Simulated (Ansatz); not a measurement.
**KCl (Pm-3m): G0W0 against its settings**

A 2-atom cell of KCl started from a crystallographic database, relaxed with r2SCAN; one-shot G0W0 in Ansatz without spin-orbit coupling. The values are computed, spin-unpolarised, and not measurements.

```cif
data_structure
_symmetry_space_group_name_H-M 'Pm-3m'
_symmetry_Int_Tables_number 221
_cell_length_a 3.7708
_cell_length_b 3.7708
_cell_length_c 3.7708
_cell_angle_alpha 90.000
_cell_angle_beta 90.000
_cell_angle_gamma 90.000
_cell_volume 53.62
loop_
_atom_site_label
_atom_site_type_symbol
_atom_site_symmetry_multiplicity
_atom_site_Wyckoff_symbol
_atom_site_fract_x
_atom_site_fract_y
_atom_site_fract_z
_atom_site_occupancy
K1 K 1 a 0.00000 0.00000 0.00000 1
Cl1 Cl 1 b 0.50000 0.50000 0.50000 1
```

Gaps are read over the mesh points alone. G0W0 here is at a finite number of bands, screening cutoff and k mesh, not at the basis limit.
```
 start       potentials      frequency model   mesh  empty bands  screening cutoff (eV)  Kohn-Sham gap (eV)  G0W0 gap (eV)        rough cost
r2SCAN              PAW  contour deformation  4×4×4           87                     80                5.80           7.82   13 core-seconds
r2SCAN              PAW  contour deformation  4×4×4          201                    140                5.80           8.00   50 core-seconds
r2SCAN              PAW  contour deformation  4×4×4          370                    210                5.80           8.09  2.9 core-minutes
 HSE06              PAW  contour deformation  4×4×4          201                    140                6.37           8.22  120 core-seconds
   LDA              PAW  contour deformation  4×4×4          201                    140                4.59           7.44   40 core-seconds
   PBE              PAW  contour deformation  4×4×4          201                    140                5.03           7.60   40 core-seconds
r2SCAN              PAW     Godby-Needs pole  4×4×4          201                    140                5.80           7.98   60 core-seconds
r2SCAN              PAW  contour deformation  6×6×6           87                     80                5.80           7.80   60 core-seconds
r2SCAN  norm-conserving  contour deformation  4×4×4          201                    140                5.80           8.00  110 core-seconds
```

G0W0 moves the gap on the mesh from 5.80 eV (r2SCAN) to 8.09 eV (M to Γ). Renormalisation factors Z lie between 0.81 and 0.87.

Raising bands and cutoff together moves the gap by +0.18 eV (80 to 140 eV), then +0.09 eV (140 to 210 eV); the last step is still large, so the basis limit isn't reached. Starting from HSE06 (6.37 eV against r2SCAN's 5.80 eV) gives 8.22 eV, +0.22 eV from G0W0@r2SCAN at the same screening cutoff. Starting from LDA (4.59 eV against r2SCAN's 5.80 eV) gives 7.44 eV, -0.56 eV from G0W0@r2SCAN at the same screening cutoff. Starting from PBE (5.03 eV against r2SCAN's 5.80 eV) gives 7.60 eV, -0.40 eV from G0W0@r2SCAN at the same screening cutoff. The Godby-Needs plasmon pole differs from contour deformation by -0.02 eV. A 6×6×6 mesh in place of 4×4×4 changes the opening over r2SCAN by -0.01 eV (the gap on the mesh by -0.02 eV). Norm-conserving potentials (wave cutoff 1240 eV against 500 eV) shift the quasiparticle gap by 0.00 eV and the r2SCAN gap by 0.00 eV. r2SCAN runs take a wave cutoff of 500 eV.
